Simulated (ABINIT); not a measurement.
Crystal: BaZrO3.

```
Ba Zr O
1.0
     4.19134    0.00000    0.00000
     0.00000    4.19134    0.00000
     0.00000    0.00000    4.19134
Ba Zr O
1 1 3
Direct
  0.00000 0.00000 0.00000
  0.50000 0.50000 0.50000
  0.50000 0.50000 0.00000
  0.50000 0.00000 0.50000
  0.00000 0.50000 0.50000
```

Base run:

| Quantity | Value |
| --- | --- |
| Program | ABINIT 10.8.3 (patched build) |
| Functional | BP86 |
| Potentials or basis | JTH PAW PBE v2.0 |
| Cutoff | 626 eV |
| k mesh | 6 × 6 × 6 |
| Occupations | fermi-dirac, width 0.05 eV |
| Spin | no spin polarisation |

Its results: band gap on the k mesh 3.20 eV, indirect (least direct gap 3.42 eV); pressure 4.4 GPa.

Q: After a change of settings the same cell gave: band gap on the k mesh 3.24 eV, indirect (least direct gap 3.46 eV); pressure 8.0 GPa. Which change was it?
A. functional from BP86 to rPW86PBE
B. functional from BP86 to PW91
C. functional from BP86 to RPBE
D. functional from BP86 to LDA-PZ; potentials or basis from JTH PAW PBE v2.0 to JTH PAW LDA v2.0

A: C.

Caveats: this set's barium file shifts pressures by 1.5 GPa and gaps by 0.1 eV against other sets; the PAW data sets were made with another functional, which shifts forces and pressure a little; spin-orbit coupling is left out, which moves the levels of the heavy elements.

Runs at the PBE level aren't shown here.
